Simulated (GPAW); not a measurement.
ZnO (zincite):

```
CELL_PARAMETERS angstrom
3.24931 0.00000 0.00000
-1.62465 2.81398 0.00000
0.00000 0.00000 5.20571
ATOMIC_POSITIONS crystal
Zn 0.66667 0.33333 0.00000
Zn 0.33333 0.66667 0.50000
O 0.33333 0.66667 0.87901
O 0.66667 0.33333 0.37901
```

Base run:

| Property | Result |
| --- | --- |
| Program | GPAW 26.7.0 |
| Functional | AM05 |
| Potentials or basis | PAW data sets generated in the run's folder for this functional |
| Cutoff | 800 eV |
| Basis | pw |
| k mesh | 6 × 6 × 3 |
| Occupations | fermi-dirac, width 0.05 eV |
| Spin | no spin polarisation |

Its results: band gap on the k mesh 0.81 eV, direct; pressure -0.3 GPa; largest force 0.067 eV/Å.

The run is repeated on the same cell with these changes: functional from AM05 to LDA. What comes out?

Band gap on the k mesh 0.73 eV, direct; pressure -8.3 GPa; largest force 0.048 eV/Å.

LDA binds more tightly than AM05, so the same cell stands under less pressure.

Not every run made on this cell is shown here.
